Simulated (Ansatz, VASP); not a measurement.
# One calculation of GaSb3, two programs

File INCAR:

```
SYSTEM = GaSb3
PREC = Accurate
ENCUT = 520
EDIFF = 1E-6
ISMEAR = 0
SIGMA = 0.1
LREAL = .FALSE.
LASPH = .TRUE.
NELM = 80
ALGO = Normal
ISIF = 2
LWAVE = .FALSE.
LCHARG = .FALSE.
GGA = PE
NBANDS = 22
```

File KPOINTS:

```
regular mesh
0
G
  8 8 8
  0 0 0
```

The input POSCAR:

```
GaSb3
1.0
    0.0000000000      3.7305950000      3.7305950000
    3.7305950000      0.0000000000      3.7305950000
    3.7305950000      3.7305950000      0.0000000000
Ga Sb
1 3
Direct
    0.0000000000      0.0000000000      0.0000000000
    0.2801560475      0.2801560475      0.2198439525
    0.7500000000      0.7500000000      0.7500000000
    0.5000000000      0.5000000000      0.5000000000
```

Input for Ansatz:

```yaml
crystal:
  lattice:
    - [0.0, 3.730595, 3.730595]
    - [3.730595, 0.0, 3.730595]
    - [3.730595, 3.730595, 0.0]
  atoms:
    - { symbol: Ga, position: [0.0, 0.0, 0.0] }
    - { symbol: Sb, position: [0.2801560475, 0.2801560475, 0.2198439525] }
    - { symbol: Sb, position: [0.75, 0.75, 0.75] }
    - { symbol: Sb, position: [0.5, 0.5, 0.5] }
basis:
  ecutwfc: 420
kpoints:
  mp_grid: { grid: [8, 8, 8] }
hamiltonian:
  xc: pbe
scf:
  occupations: { method: gaussian, width: 0.1 }
output:
  forces: true
  stress: true
  eigenvalues: true
```

Change from the starting cell: one atom moved.

Alike in both runs: task single point; functional PBE; k mesh 8 × 8 × 8; occupations gaussian, width 0.1 eV; no spin polarisation.

|  | VASP | Ansatz |
| --- | --- | --- |
| version | VASP 6.6.1 | Ansatz 0.2.0 |
| potentials or method | VASP PAW PBE potentials, release 64 (Ga_d, Sb) | scalar-relativistic, plane waves, PAW |
| plane-wave cutoff (eV) | 520 | 420 |
| valence electrons in the cell | 28 | 58 |

|  | VASP | Ansatz | Ansatz less VASP |
| --- | --- | --- | --- |
| gap on the k mesh at the Fermi level (eV) | none | none | - |
| pressure (GPa) | -0.4 | -0.3 | +0.10 |
| largest component of the traceless stress (GPa) | 0.52 | 0.52 | -0.001 |
| rms of the force components (eV/Å) | 0.161 | 0.160 | -0.0009 |

Atom by atom the forces differ by 0.001 eV/Å (rms over components). A gap of «none» marks a metal or a gap that the smearing closes. With one functional, cell and mesh, what is left measures potentials, basis and numerics. The two sets of potentials don't hold the same shells in valence.

The runs have no spin-orbit coupling, so splittings on Sb are missing.
